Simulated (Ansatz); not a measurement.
# BaS: levels along high-symmetry lines

```xyz
4
Lattice="5.3806 0.0000 0.0000 -2.6903 4.6598 0.0000 0.0000 0.0000 6.3836" Properties=species:S:1:pos:R:3 pbc="T T T"
Ba    0.0000    3.1065   -0.3958
Ba    2.6903    1.5533    2.7960
S     0.0000    3.1065    2.7960
S     2.6903    1.5533    5.9879
```

Atoms are numbered in the order listed.

The structure comes from a relaxation in the same program, started in the wurtzite type, and has space group P6_3/mmc. Whether it is a known phase or the ground state wasn't checked. The relaxation left the symmetry of that type.

No spin–orbit coupling, which matters for the heavy atoms here.

Method: Ansatz 0.2.0, DFT, PBE, all-electron LAPW, scalar-relativistic.

The runs use a Γ-centred 8×8×5 k mesh, Fermi–Dirac smearing of 0.03 eV, basis error target 1 meV/atom, no spin polarisation.

Points in fractions of the reciprocal vectors of this cell: Γ (0, 0, 0), M (0.5, 0, 0), K (0.333, 0.333, 0), A (0, 0, 0.5), L (0.5, 0, 0.5), H (0.333, 0.333, 0.5). The path joins them by straight lines in the order Γ–M–K–Γ–A–L–H–A–L; legs that retrace an earlier one aren't tabulated. Energies are in eV from the top of the valence band.

Task: Is there a gap, and where are the band edges?

Result: 2.56 eV, indirect from Γ to K (0.333, 0.333, 0).

Task: List the levels between -8 and 5.5 eV at the symmetry points.

Result: 
Γ: -0.88 (×2), -0.81 (×2), -0.36, 0.00, 2.82, 3.74 (×2), 4.88
M: -1.02, -0.81, -0.42, -0.36, -0.30, -0.28, 3.18, 3.46, 3.54, 5.08, 5.29, 5.36
K: -0.91 (×2), -0.43, -0.34 (×2), -0.11, 2.56, 2.92, 4.87, 5.06 (×2)
A: -1.17 (×2), -0.94 (×4), 3.81 (×2), 5.48 (×4)
L: -1.46 (×2), -0.80 (×2), -0.46 (×2), 3.93 (×2), 4.97 (×2)
H: -1.47 (×2), -0.79 (×2), -0.40 (×2), 3.42 (×2), 4.95 (×2)
